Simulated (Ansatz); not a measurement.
**Ag: course of a relaxation**

Level of theory: DFT PBEsol, scalar-relativistic, plane waves, PAW in Ansatz 0.2.0. Settings: 420 eV cutoff, 24×24×12 k-mesh, Gaussian smearing of 0.10 eV, no spin polarisation.

What was changed: biaxial strain in the a-b plane, c and atoms relaxed: +1.0 %.

Command:

```bash
ansatz run input.yaml --threads 1 --pin off --max-ram 2560MiB --backend cpu --events-out ev --progress --plain --runs-dir out
```

Input:

```yaml
crystal:
  lattice:
    - [2.8956616962, 0.0, 0.0]
    - [-1.4478308481, 2.5077165897, 0.0]
    - [0.0, 0.0, 4.6626882443]
  atoms:
    - { symbol: Ag, position: [0.3333333333, 0.6666666667, 0.25] }
    - { symbol: Ag, position: [0.6666666667, 0.3333333333, 0.75] }
basis:
  ecutwfc: 420
kpoints:
  mp_grid: { grid: [24, 24, 12] }
hamiltonian:
  xc: pbesol
scf:
  occupations: { method: gaussian, width: 0.1 }
output:
  forces: true
  stress: true
  eigenvalues: true
relax:
  adjacent_minimum: "off"
  f_tol: 0.008
  max_steps: 40
  cell: { stress_tol: 0.015, fix: [a, b, gamma] }
```

F is the free energy. Steps run on the plane waves of an earlier cell, but the last one, and at times one on the way, on a freshly chosen basis, so a repeated geometry can differ a little in energy. The held parts of the cell keep their stress, so P needn't end at zero.

Steps:

| step | F − F(1) (eV) | largest force component (eV/Å) | V (Å³/atom) | P (GPa) |
| --- | --- | --- | --- | --- |
| 1 | 0.0000 | 0.000 | 16.929 | -1.61 |
| 2 | 0.0000 | 0.000 | 16.908 | -1.47 |
| 3 | 0.0000 | 0.000 | 16.914 | -1.51 |
| 4 | 0.0000 | 0.000 | 16.914 | -1.51 |

Relaxed structure:

```
CELL_PARAMETERS angstrom
2.89566 0.00000 0.00000
-1.44783 2.50772 0.00000
0.00000 0.00000 4.65852
ATOMIC_POSITIONS crystal
Ag 0.33333 0.66667 0.25000
Ag 0.66667 0.33333 0.75000
```

Symmetry: P6_3/mmc, No. 194, hexagonal system. The conventional cell has a = 2.896 Å, b = 2.896 Å, c = 4.659 Å, α = 90.00°, β = 90.00°, γ = 120.00°. Ag (site symmetry -6m2) is surrounded by 12 Ag at 2.87 to 2.90 Å.

The run converged. It took 45 s on 1 thread of Arm Neoverse V2, with other jobs on the host, peak memory 0.52 GiB.